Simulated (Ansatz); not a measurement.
## Point defect: H interstitial in HfO2

Level of theory: DFT PBE, scalar-relativistic, plane waves, PAW (Ansatz). Settings: 420 eV cutoff, 2×2×2 k-mesh, shifted by half a step, Gaussian smearing of 0.01 eV, collinear spin.

Host crystal, relaxed:

```
Hf O
1.0
     5.16089    0.00000   -0.00537
     0.00000    5.21222    0.00000
    -0.89312    0.00000    5.27674
Hf O
4 8
Direct
  0.27573 0.45707 0.70837
  0.72427 0.95707 0.79163
  0.72427 0.54293 0.29163
  0.27573 0.04293 0.20837
  0.44918 0.74278 0.97666
  0.55082 0.24278 0.52334
  0.55082 0.25722 0.02334
  0.44918 0.75722 0.47666
  0.06713 0.32867 0.34840
  0.93287 0.82867 0.15160
  0.93287 0.67133 0.65160
  0.06713 0.17133 0.84840
```

Supercell of 48 atoms, rows in host cell vectors: -1 -1 -1; 1 -1 1; -1 1 1. Atoms relax at the host's cell, keeping the symmetry that the supercell leaves at the site. The cell is small, so energies carry finite-size errors of tenths of an eV. The host's Kohn–Sham gap is 4.04 eV.

Spin-orbit coupling is left out, which matters for the bands and energies of heavy elements.

Defect: H interstitial at (0.167, 0.000, 0.542) of the host cell, charge 0.

**Question.** Give the relaxed supercell.

**Answer.**
```
Hf O H
1.0
    -4.26777   -5.21222   -5.27138
     4.26777   -5.21222    5.27138
    -6.05401    5.21222    5.28211
Hf O H
16 32 1
Direct
  0.13297 0.12527 0.71551
  0.13392 0.62619 0.21528
  0.63160 0.12192 0.21352
  0.63553 0.62874 0.71737
  0.65951 0.91796 0.53437
  0.65863 0.41638 0.03183
  0.15904 0.91728 0.03253
  0.16398 0.41887 0.53695
  0.86588 0.87200 0.28320
  0.86591 0.37470 0.78116
  0.36708 0.87488 0.78285
  0.36866 0.37524 0.28446
  0.34012 0.08243 0.46526
  0.34098 0.58279 0.96669
  0.84303 0.08712 0.97028
  0.84121 0.58380 0.46611
  0.90428 0.11782 0.76333
  0.90479 0.61537 0.26368
  0.40473 0.11651 0.26316
  0.40552 0.61792 0.76497
  0.10244 0.13982 0.48438
  0.10451 0.64121 0.98563
  0.59909 0.13900 0.98253
  0.60306 0.64046 0.48512
  0.09515 0.88205 0.23513
  0.09701 0.38365 0.73595
  0.59555 0.88358 0.73525
  0.59810 0.38176 0.23676
  0.89718 0.85948 0.51430
  0.89591 0.36298 0.00805
  0.39661 0.85981 0.01328
  0.39757 0.36021 0.51402
  0.30057 0.00869 0.63856
  0.30096 0.50834 0.13977
  0.78811 0.99156 0.12989
  0.80250 0.51194 0.64026
  0.61787 0.65792 0.11218
  0.61862 0.16196 0.60843
  0.11950 0.66096 0.60907
  0.12068 0.16229 0.11152
  0.69852 0.98998 0.35952
  0.69751 0.49229 0.85883
  0.19847 0.99105 0.85912
  0.20068 0.49309 0.36166
  0.38048 0.33821 0.88902
  0.38090 0.83885 0.38933
  0.88152 0.33619 0.39586
  0.88223 0.84067 0.88982
  0.91799 0.27963 0.21174
```
Around the defect: 1 O at 1.84 Å, 1 Hf at 2.13 Å, 1 O at 2.17 Å, 1 O at 2.21 Å, 1 O at 2.24 Å. The run ended with a moment of 1.00 μB, which may not be the ground spin state.